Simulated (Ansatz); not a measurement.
LaAlO3 (R-3c-perovskite type, space group R-3c)

```xyz
10
Lattice="2.7066 1.5626 4.3978 -2.7066 1.5626 4.3978 0.0000 -3.1253 4.3978" Properties=species:S:1:pos:R:3 pbc="T T T"
La     0.0000     0.0000     3.2984
La     0.0000     0.0000     9.8951
Al     0.0000     0.0000     0.0000
Al     0.0000     0.0000     6.5967
O      0.2106     1.5626     7.6962
O     -1.4586    -0.5989     7.6962
O      1.2480    -0.9637     7.6962
O     -0.2106    -1.5626     5.4973
O      1.4586     0.5989     5.4973
O     -1.2480     0.9637     5.4973
```

Equation-of-state scan: isotropic scaling of the cell above, V₀ being its volume. The atoms relax within the cell's symmetry.

These are PBE (plane waves to 420 eV, PAW, scalar-relativistic; Ansatz, a quantum-chemistry and plane-wave program) values and carry that method's errors. k mesh 8×8×8 (Γ-centred), Fermi-Dirac smearing 0.05 eV. Energies are smeared free energies. Stress and pressure are positive under compression. With the shape held, the modulus is that of even scaling; a crystal free to change shape is softer. LaAlO3 is run without spin polarisation. LaAlO3 was relaxed with its symmetry unable to fall. ΔE is measured from the relaxed starting cell.

```csv
V (Å³/atom),ΔE (meV/atom)
9.374,217.8
9.672,143.1
9.970,86.9
10.267,46.4
10.565,19.6
10.862,4.7
11.160,0.0
11.458,4.3
11.755,16.2
12.053,34.9
12.351,59.4
12.648,88.9
12.946,withheld
```

Question: Fit a third-order Birch-Murnaghan form (E₀, V₀, B₀, B₀′ free) to the given rows and predict ΔE at V = 12.946.

Answer: Least squares on the 12 given rows: ΔE = E₀ + (9V₀B₀/16)·y²·[2 + (B₀′ − 4)y], y = (V₀/V)^(2/3) − 1, with V₀ = 11.161 Å³/atom, B₀ = 179.3 GPa (160.2 GPa = 1 eV/Å³; the term in eV is multiplied by 1000), B₀′ = 4.30, E₀ = 0.03 meV/atom; root-mean-square residual 0.04 meV/atom. At 12.946 the fit gives 122.9 meV/atom; the calculation gives 122.8 meV/atom, so the extrapolation is off by 0.1 (+0.1 %). For the pressure the fit gives -19.4 GPa against the computed -19.3 GPa.

(Under strain, the slope of the energy per volume gives the stress and its curvature an elastic modulus.)
